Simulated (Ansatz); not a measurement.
An input for Ansatz 0.2.0 (GaP):

input.yaml

```yaml
crystal:
  lattice: { a: 5.4505, b: 5.4505, c: 5.4505, alpha: 90.0, beta: 90.0, gamma: 90.0 }
  space_group: 216
  reduce_to_primitive: true
  atoms:
    - { symbol: Ga, wyckoff: "4a", position: [0.0, 0.0, 0.0] }
    - { symbol: P, wyckoff: "4c", position: [0.25, 0.25, 0.25] }
hamiltonian:
  xc: r2scan
  pseudopotentials: { kind: paw_fr }
magnetization:
  noncollinear: true
  spin_orbit: true
kpoints:
  mp_grid: { grid: [8, 8, 8] }
scf:
  occupations: { method: fixed }
output:
  eigenvalues: true
dielectric:
  method: response
```

Potentials or basis: Ansatz PAW.

Command:

```bash
$ ansatz run input.yaml --threads 1 --pin off --max-ram 2560MiB --backend cpu --events-out ev --progress --plain --runs-dir out
```

Task: What does the program do with it?

Result: The run stopped without a result. It printed:

Output:

```text
Error: dielectric: with magnetization.noncollinear: true with hamiltonian.xc: <meta-GGA that reads τ> — on two spinor components a response is built under an LDA, a GGA or a hybrid of one, with no Hubbard term and no Raman tensors
```
